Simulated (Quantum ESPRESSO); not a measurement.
Crystal: V.

```
V
1.0
     2.60429    0.00000    0.00000
    -1.30215    2.25538    0.00000
     0.00000    0.00000    4.72334
V
2
Cartesian
  0.0000 1.5036 1.1808
  1.3021 0.7518 3.5425
```

This isn't the form of V at room conditions, which is bcc.

```yaml
Program: Quantum ESPRESSO 7.5
Task: relaxation of cell and atoms
Functional: PBEsol
Dispersion: rVV10
Potentials_or_basis: GBRV 1.5 PBEsol
Cutoff: 612 eV
Density_cutoff: 4898 eV
k_mesh: 10 × 10 × 5
Occupations: fermi-dirac, width 0.05 eV
Spin: collinear spin, ferromagnetic start
Starting_moments: "[2.0, 2.0] μB"
```

At the start: pressure -10.5 GPa; volume 13.87 Å³/atom.

Question: Where does the relaxation end?

Answer: Over 4 steps the energy falls by 27.5 meV/atom and the volume is 13.06 Å³/atom (-5.8 %); space group P6_3/mmc (No. 194, to 0.05 Å); moment 0.00 μB per cell.

The path:
```tsv
step	energy change (eV)	largest force (eV/Å)	pressure (GPa)	volume (Å³)
1	0.0000	0.0000	-10.49	27.74
2	-0.0297	0.0000	-7.38	27.21
3	-0.0549	0.0000	0.48	26.06
4	-0.0550	0.0000	-0.02	26.12
```

Final structure:
```cif
data_structure
_symmetry_space_group_name_H-M 'P 1'
_symmetry_Int_Tables_number 1
_cell_length_a 2.5530
_cell_length_b 2.5530
_cell_length_c 4.6280
_cell_angle_alpha 90.000
_cell_angle_beta 90.000
_cell_angle_gamma 120.000
_cell_volume 26.12
loop_
_atom_site_label
_atom_site_type_symbol
_atom_site_fract_x
_atom_site_fract_y
_atom_site_fract_z
_atom_site_occupancy
V1 V 0.33333 0.66667 0.25000 1
V2 V 0.66667 0.33333 0.75000 1
```

Caveat: rVV10's parameter b was fitted to another functional.
